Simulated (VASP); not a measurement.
Pb:

```
Pb
1.0
     0.00000    2.47502    2.47502
     2.47502    0.00000    2.47502
     2.47502    2.47502    0.00000
Pb
1
Direct
  0.00000 0.00000 0.00000
```

```yaml
Program: VASP 6.6.1
Task: relaxation of cell and atoms
Functional: vdW-DF2
Potentials_or_basis: VASP PAW PBE potentials, release 64 (Pb_d)
Cutoff: 600 eV
k_mesh: 9 × 9 × 9
Occupations: fermi-dirac, width 0.05 eV
Spin: no spin polarisation
```

At the start: pressure 7.7 GPa; volume 30.32 Å³/atom.

**Question.** How do energy, volume and symmetry change on relaxing?

**Answer.** Over 5 steps the energy falls by 110.6 meV/atom and the volume is 35.64 Å³/atom (+17.5 %); space group Fm-3m (No. 225, to 0.05 Å).

The path:
```csv
step,energy change (eV),largest force (eV/Å),pressure (GPa),volume (Å³)
1,0.0000,0.0000,7.70,30.32
2,-0.1042,0.0000,-1.26,37.18
3,-0.1105,0.0000,0.05,35.60
4,-0.1105,0.0000,-0.06,35.71
5,-0.1106,0.0000,0.00,35.64
```

Final structure:
```
Pb
1.0
     0.00000    2.61195    2.61195
     2.61195    0.00000    2.61195
     2.61195    2.61195    0.00000
Pb
1
Direct
  0.00000 0.00000 0.00000
```

The cell as given is a measured one (30.32 Å³/atom); vdW-DF2 puts the equilibrium volume +17.5 % from it, thermal expansion not counted.

Caveat: the volume moved by over 15 % at a fixed basis, so the end points are rough; the PAW data sets were made with another functional, which shifts forces and pressure a little; the volume moved by +18 % from the deposited cell, more than functionals usually miss.
